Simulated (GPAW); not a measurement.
Input of a GPAW 26.7.0 run:

File run.py:

```python
from ase.eos import EquationOfState
from ase.io import Trajectory, read
from ase.units import GPa
from gpaw import GPAW

atoms = read('PbS.xyz')

traj = Trajectory('eos.traj', 'w')
volumes, energies = [], []
for x in [0.94, 0.96, 0.98, 1.0, 1.02, 1.04, 1.06]:
    a = atoms.copy()
    a.set_cell(atoms.cell * x**(1 / 3), scale_atoms=True)
    calc = GPAW(mode='fd',
                h=0.16,
                xc='PBE',
                kpts={'size': (6, 6, 6), 'gamma': True},
                occupations={'name': 'fermi-dirac', 'width': 0.05},
                nbands=19,
                convergence={'density': 1e-05, 'energy': 1e-05},
                maxiter=150,
                txt=f'eos-{x:.2f}.txt')
    a.calc = calc
    energies.append(a.get_potential_energy(force_consistent=True))
    volumes.append(a.get_volume())
    calc.write(f'eos-{x:.2f}.gpw')
    traj.write(a)
    print(f'{x:.2f} {volumes[-1]:10.4f} A^3 {energies[-1]:14.6f} eV', flush=True)

v0, e0, B = EquationOfState(volumes, energies, eos='birchmurnaghan').fit()
print(f'V0 = {v0:.4f} A^3, E0 = {e0:.6f} eV, B0 = {B / GPa:.2f} GPa')
```

Contents of PbS.xyz:

```xyz
2
Lattice="0.0000000000 2.9657500000 2.9657500000 2.9657500000 0.0000000000 2.9657500000 2.9657500000 2.9657500000 0.0000000000" Properties=species:S:1:pos:R:3 pbc="T T T"
Pb     0.0000000000      0.0000000000      0.0000000000
S      2.9657500000      2.9657500000      2.9657500000
```

Potentials or basis: GPAW PAW data sets (gpaw-data 1.2.1), fd.

The run is started by

```sh
$ OMP_NUM_THREADS=1 python run.py
```

Q: Predict the bulk modulus.

A: 55 GPa (rough).

Q: What does it give for the equilibrium volume?

A: 27.07 Å³/atom (rough: see the caveat).

Energy against volume, from the lowest point:
```
volume (Å³/atom)  energy (meV/atom)
          24.521              45.11
          25.042              27.89
          25.564              15.09
          26.086               6.30
          26.607               1.30
          27.129               0.00
          27.651               2.06
```

Caveat: the fit is doubtful: noisy points or a state that changes with volume. The run has no spin-orbit coupling, so splittings on Pb are missing.
